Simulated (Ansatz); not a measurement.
Rows from a G0W0 calculation on BN (P6_3/mmc) (Ansatz 0.2.0; G0W0 on PBE, plane waves, PAW; 9×9×2 mesh, 38 empty bands, screening to 60 eV), in eV. Spin-orbit coupling is left out.

```tsv
row	Σx	Σc	Vxc	Z
A	-20.61	3.06	-17.20	0.79
B	-7.55	-4.17	-13.12	0.81
C	-19.26	3.16	-15.49	0.79
D	-6.17	-4.19	-11.55	0.82
E	-5.85	-4.03	-10.94	0.82
F	-20.63	3.18	-17.05	0.79
```

Question: Which rows are filled states and which are empty ones, and how can one tell?

Filled: A, C and F. Empty: B, D and E. The sign of Σc tells: for a filled state bare exchange, which holds its interaction with itself, lies below Vxc (Σx − Vxc is -3.4 eV or lower here) and screening gives part back as a positive Σc. For an empty state Σx lies above Vxc (+5.1 eV or more) and the Coulomb hole leaves Σc negative.

[Paths, hosts, dates, memory and timing lines, banners, echoed tables and standing remarks are left out of the program output.]

[Logs are printed without paths, hosts, clocks, repeated set-up lines and the standing remarks that a program may print on its own settings, such as how far it seeks lower states.]

[Runs of the session that timed out or met a known fault of the program may be left out.]

[Cells called generated may have been cut or substituted from an entry of the Crystallography Open Database or the Materials Project.]

[Hosts, paths, dates, database ids (printed as entryN), source tags and the programs' standing remarks are cut or masked in the printed files.]
